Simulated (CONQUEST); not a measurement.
Se:

```
Se
1.0
     4.36620    0.00000    0.00000
     0.00000    4.95360    0.00000
     0.00000    0.00000    7.56248
Se
6
Direct
  0.38730 0.00000 0.38730
  0.88730 0.00000 0.88730
  0.22540 0.66667 0.00000
  0.72540 0.66667 0.50000
  0.38730 0.33333 0.61270
  0.88730 0.33333 0.11270
```

Base run:

```yaml
Program: CONQUEST 1.3
Functional: PBE
Potentials_or_basis: PseudoDojo NC PBE, SZP, grid cutoff 120 Ha
k_mesh: 5 × 5 × 3
Occupations: fermi-dirac, width 0.05 eV
Spin: no spin polarisation
```

Its results: band gap on the k mesh 1.37 eV; pressure 8.0 GPa; largest force 2.172 eV/Å.

Question: The run is repeated on the same cell with these changes: k mesh from 5 × 5 × 3 to 6 × 6 × 4. What comes out?

Answer: Band gap on the k mesh 0.97 eV; pressure 8.0 GPa; largest force 2.176 eV/Å.

Caveats: the atomic basis is small; the basis of atomic orbitals isn't converged, which shifts pressures, moduli and gaps; forces of over 1 eV/Å show positions far from the minimum, so gaps and moduli don't describe the material at rest; the box holds several primitive cells, so bands are folded and the points are those of the box's own zone (some runs); an odd mesh through Γ misses points on the zone boundary, where band edges often lie (some runs).
